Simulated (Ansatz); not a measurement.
AlNi (NiAs type), DFT, PBE, all-electron LAPW, scalar-relativistic (Ansatz 0.2.0), on 1 thread of AMD EPYC 7R43 64-Core Processor (Zen 3) (shared host).

Command: `ansatz run input.yaml --threads 1 --pin off --max-ram 3072MiB --backend cpu --events-out ev --progress --plain --runs-dir out`

```yaml
crystal:
  lattice:
    - [3.2858842698, 0.0, 0.0]
    - [-1.6429421349, 2.8456592515, 0.0]
    - [0.0, 0.0, 4.8680700332]
  atoms:
    - { symbol: Ni, position: [0.0, 0.0, 0.0] }
    - { symbol: Ni, position: [0.0, 0.0, 0.5] }
    - { symbol: Al, position: [0.3333333333, 0.6666666667, 0.25] }
    - { symbol: Al, position: [0.6666666667, 0.3333333333, 0.75] }
kpoints:
  mp_grid: { grid: [11, 11, 7] }
scf:
  occupations: { method: fermi_dirac, width: 0.1 }
hamiltonian:
  xc: pbe
  pseudopotentials: { kind: all_electron, lapw: { basis_error: 0.001 } }
output:
  forces: true
  stress: true
  eigenvalues: true
  populations: true
```

How large is the problem that the program sets up?

64 irreducible k-points, 615 plane waves at Γ, 35 bands.

About how long does it take, and how much memory?

55 s of wall time for 10 SCF iterations, with a peak of 0.56 GiB. Times on shared machines scatter by tens of per cent.
